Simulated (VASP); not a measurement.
Input of a VASP 6.6.1 run:

INCAR

```
SYSTEM = Se
ALGO     = Normal         ! electronic algorithm
EDIFF    = 1E-7           ! SCF threshold, eV
EDIFFG   = -0.002         ! ionic threshold
ENCUT    = 520            ! plane-wave cutoff, eV
GGA      = PS             ! functional
IBRION   = 2              ! ionic algorithm
ISIF     = 3              ! what is computed and relaxed
ISMEAR   = 0              ! smearing method
LASPH    = .TRUE.         ! aspherical terms in the spheres
LCHARG   = .FALSE.        ! write CHGCAR
LREAL    = .FALSE.        ! projectors in reciprocal space
LWAVE    = .FALSE.        ! write WAVECAR
NELM     = 80             ! most SCF steps
NSW      = 80             ! ionic steps
PREC     = Accurate       ! precision mode
PSTRESS  = 300.0        
SIGMA    = 0.1            ! smearing width, eV
```

Contents of KPOINTS:

```
k-points
0
G
  30 30 30
  0 0 0
```

POSCAR

```
Se                                      
1.0
    2.1074619953      1.2167439586      0.8603323914
   -2.1074619953      1.2167439586      0.8603323914
    0.0000000000     -2.4334879169      0.8603323912
  Se            
     1
Direct
     0.0000000000000000    0.0000000000000000    0.0000000000000000
```

Potentials or basis: VASP PAW PBE potentials, release 64 (Se).

Launch:

```sh
$ cat potpaw_PBE.64/Se/POTCAR > POTCAR
$ mpirun -np 1 vasp_std > vasp.out
```

Problem. Predict the relaxed cell.

Solution. a = 2.724 Å, b = 2.724 Å, c = 2.724 Å, α = 109.47°, β = 109.47°, γ = 109.47°.

Problem. What does it give for the band gap on the k mesh?

Solution. None (metal or under the smearing width).

Problem. Predict the relaxed volume.

Solution. 15.56 Å³/atom.

Final structure:
```cif
data_structure
_symmetry_space_group_name_H-M 'P 1'
_symmetry_Int_Tables_number 1
_cell_length_a 2.7240
_cell_length_b 2.7240
_cell_length_c 2.7240
_cell_angle_alpha 109.473
_cell_angle_beta 109.473
_cell_angle_gamma 109.473
_cell_volume 15.56
loop_
_atom_site_label
_atom_site_type_symbol
_atom_site_fract_x
_atom_site_fract_y
_atom_site_fract_z
_atom_site_occupancy
Se1 Se 0.00000 0.00000 0.00000 1
```

Caveat: the cell is relaxed towards a set pressure, so the enthalpy falls and the energy may rise; the volume moved by over 15 % at a fixed basis, so the end points are rough; the PAW data sets were made with another functional, which shifts forces and pressure a little. Zero-point motion and thermal expansion aren't in these numbers.
